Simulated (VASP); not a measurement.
Here is a VASP 6.6.1 calculation.

INCAR

```
SYSTEM = PbS
PREC = Accurate
ENCUT = 520
EDIFF = 1E-6
ISMEAR = 0
SIGMA = 0.026000000000000002
LREAL = .False.
LASPH = .True.
NELM = 80
ALGO = Fast
ISIF = 2
LWAVE = .False.
LCHARG = .False.
GGA = PE
```

The input KPOINTS:

```
regular mesh
0
Gamma
  8 8 8
  0 0 0
```

Contents of POSCAR:

```
PbS
1.0
    0.0000000000      2.9657500000      2.9657500000
    2.9657500000      0.0000000000      2.9657500000
    2.9657500000      2.9657500000      0.0000000000
Pb S
1 1
Direct
    0.0000000000      0.0000000000      0.0000000000
    0.5000000000      0.5000000000      0.5000000000
```

Potentials or basis: VASP PAW PBE potentials, release 64 (Pb_d, S).

The run is started by

```console
$ cat potpaw_PBE.64/Pb_d/POTCAR potpaw_PBE.64/S/POTCAR > POTCAR
$ mpirun -np 1 vasp_std > vasp.out
```

Q: Predict the band gap on the k mesh.

A: 0.36 eV, direct.

Q: Predict the pressure.

A: 2.2 GPa.

Caveat: spin-orbit coupling is left out, which as a rule narrows the gap of such compounds by several tenths of an eV. A k mesh can miss the band edges.
